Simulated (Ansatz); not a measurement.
Crystal: KTaO3.

```
CELL_PARAMETERS angstrom
3.98830 0.00000 0.00000
0.00000 3.98830 0.00000
0.00000 0.00000 3.98830
ATOMIC_POSITIONS crystal
Ta 0.00000 0.00000 0.00000
K 0.50000 0.50000 0.50000
O 0.00000 0.00000 0.50000
O 0.00000 0.50000 0.00000
O 0.50000 0.00000 0.00000
```

Base run:

| Item | Value |
| --- | --- |
| Program | Ansatz 0.2.0 |
| Functional | PBEsol |
| Potentials or basis | Ansatz PAW |
| Cutoff | 420 eV |
| Density cutoff | 1680 eV |
| k mesh | 7 × 7 × 7 |
| Occupations | fermi-dirac, width 0.05 eV |
| Spin | no spin polarisation |

Its results: band gap on the k mesh 2.19 eV, indirect (least direct gap 2.74 eV); pressure -0.5 GPa.

The run is repeated on the same cell with these changes: functional from PBEsol to RPBE. What comes out?

Band gap on the k mesh 2.33 eV, indirect (least direct gap 2.88 eV); pressure 9.8 GPa.

RPBE binds less tightly than PBEsol, so the same cell stands under more pressure.

Caveats: the k mesh misses the band edges, so the gap on the mesh is wider than the one along the path; spin-orbit coupling is left out, which moves the levels of the heavy elements; the PAW data sets come from PBE, with cores solved anew for the run's functional, which leaves a small shift of forces and pressure; the potentials were made for another functional, which shifts forces and pressure (some runs).

Not every run made on this cell is shown here.
